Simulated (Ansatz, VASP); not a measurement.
GdN in VASP and in Ansatz

INCAR

```
SYSTEM = GdN
PREC = Accurate
ENCUT = 520
EDIFF = 1E-7
ISMEAR = 0
SIGMA = 0.05
LREAL = .FALSE.
LASPH = .TRUE.
NELM = 150
ALGO = Normal
ISIF = 2
LWAVE = .FALSE.
LCHARG = .FALSE.
ISPIN = 2
MAGMOM = 7.62 -0.16
LORBIT = 11
LMAXMIX = 6
LDAU = .TRUE.
LDAUTYPE = 2
LDAUL = 3 -1
LDAUU = 6 0
LDAUJ = 0 0
LDAUPRINT = 1
GGA = PE
NBANDS = 22
```

Contents of KPOINTS:

```
regular mesh
0
G
  10 10 10
  0 0 0
```

The input POSCAR:

```
GdN
1.0
    0.0000000000      2.4672122174      2.4672122174
    2.4672122174      0.0000000000      2.4672122174
    2.4672122174      2.4672122174      0.0000000000
Gd N
1 1
Direct
    0.0000000000      0.0000000000      0.0000000000
    0.5000000000      0.5000000000      0.5000000000
```

Input for Ansatz:

```yaml
crystal:
  lattice:
    - [0.0, 2.4672122174, 2.4672122174]
    - [2.4672122174, 0.0, 2.4672122174]
    - [2.4672122174, 2.4672122174, 0.0]
  atoms:
    - { symbol: Gd, position: [0.0, 0.0, 0.0], spin: 7.62 }
    - { symbol: "N", position: [0.5, 0.5, 0.5] }
basis:
  ecutwfc: 420
  ecutrho_ratio: 4
kpoints:
  mp_grid: { grid: [10, 10, 10] }
hamiltonian:
  xc: pbe
  hubbard:
    sites:
      - { species: Gd, l: f, u_eff: 6.0, starting_ns: start.occupation_matrices }
    ns_hold: { iters: 6 }
scf:
  occupations: { method: gaussian, width: 0.05 }
  lower_state_search: "off"
output:
  forces: true
  stress: true
  eigenvalues: true
  populations: true
  hubbard: { sites: [{ species: Gd, l: f }] }
magnetization:
  spin_polarized: true
```

Alike in both runs: task single point; functional PBE; k mesh 10 × 10 × 10; occupations gaussian, width 0.05 eV; collinear spin; Hubbard terms Gd f U = 6.0 eV.

```csv
,VASP,Ansatz
version,VASP 6.6.1,Ansatz 0.2.0
potentials or method,"VASP PAW PBE potentials, release 64 (Gd, N)","scalar-relativistic, plane waves, PAW"
plane-wave cutoff (eV),520,420
valence electrons in the cell,23,23
```

|  | VASP | Ansatz | Ansatz less VASP |
| --- | --- | --- | --- |
| gap on the k mesh at the Fermi level (eV) | none | none | - |
| pressure (GPa) | 7.0 | 6.6 | -0.33 |
| net moment per atom (μB) | 3.50 | 3.50 | 0.000 |
| size of the moment on the site where the two differ most (μB) | 6.87 | 6.92 | +0.052 |

Site moments also hang on the region over which each program counts them. The programs project onto different local orbitals, so the same U acts differently. A gap of «none» marks a metal or a gap that the smearing closes. Ansatz warned: «filled_band_counts_differ_across_k_points».

Caveats: spin-orbit coupling is left out, which moves the levels of the heavy elements; a cell with one magnetic atom can't hold antiferromagnetic order, which such compounds often take. The state reached can hang on the start; a lower one may exist.
